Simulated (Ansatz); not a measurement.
Relaxation of ZrS2

Level of theory: DFT PBE, scalar-relativistic, plane waves, PAW in Ansatz 0.2.0. (420 eV cutoff, 12×12×4 k-mesh, Gaussian smearing of 0.02 eV, no spin polarisation)

What was changed: biaxial strain in the a-b plane, c and atoms relaxed: -1.0 %.

Command:

```bash
ansatz run input.yaml --threads 1 --pin off --max-ram 2560MiB --backend cpu --events-out ev --progress --plain --runs-dir out
```

Input:

```yaml
crystal:
  lattice:
    - [3.6483562294, 0.0, 0.0]
    - [-1.8241781147, 3.1595691767, 0.0]
    - [0.0, 0.0, 6.7984556864]
  atoms:
    - { symbol: Zr, position: [0.0, 0.0, 0.0] }
    - { symbol: S, position: [0.6666666667, 0.3333333333, 0.7856836137] }
    - { symbol: S, position: [0.3333333333, 0.6666666667, 0.2143163863] }
basis:
  ecutwfc: 420
kpoints:
  mp_grid: { grid: [12, 12, 4] }
hamiltonian:
  xc: pbe
scf:
  occupations: { method: gaussian, width: 0.02 }
output:
  forces: true
  stress: true
  eigenvalues: true
relax:
  adjacent_minimum: "off"
  f_tol: 0.008
  max_steps: 40
  cell: { stress_tol: 0.015, fix: [a, b, gamma] }
```

F is the free energy. Steps run on the plane waves of an earlier cell, but the last one, and at times one on the way, on a freshly chosen basis, so a repeated geometry can differ a little in energy. The held parts of the cell keep their stress, so P needn't end at zero.

Steps:

| step | F − F(1) (eV) | largest force component (eV/Å) | V (Å³/atom) | P (GPa) |
| --- | --- | --- | --- | --- |
| 1 | 0.0000 | 0.098 | 26.122 | 1.33 |
| 2 | 0.0003 | 0.111 | 26.127 | 0.43 |
| 3 | -0.0008 | 0.000 | 26.121 | 0.91 |
| 4 | -0.0008 | 0.000 | 26.121 | 0.91 |

Relaxed structure:

```xyz
3
Lattice="3.6484 0.0000 0.0000 -1.8242 3.1596 0.0000 0.0000 0.0000 6.7980" Properties=species:S:1:pos:R:3 pbc="T T T"
Zr    0.0000    0.0000    0.0000
S     1.8242    1.0532    5.3324
S     0.0000    2.1064    1.4657
```

It takes space group P-3m1 (No. 164, trigonal). Conventional cell: a = 3.648 Å, b = 3.648 Å, c = 6.798 Å, α = 90.00°, β = 90.00°, γ = 120.00°. Zr (site symmetry -3m) is surrounded by 6 S at 2.57 Å. S (site symmetry 3m) is surrounded by 3 Zr at 2.57 Å.

The run converged. Time: 14 s on 1 thread of Intel(R) Xeon(R) Platinum 8488C (Sapphire Rapids), with other jobs on the host, peak memory 0.46 GiB.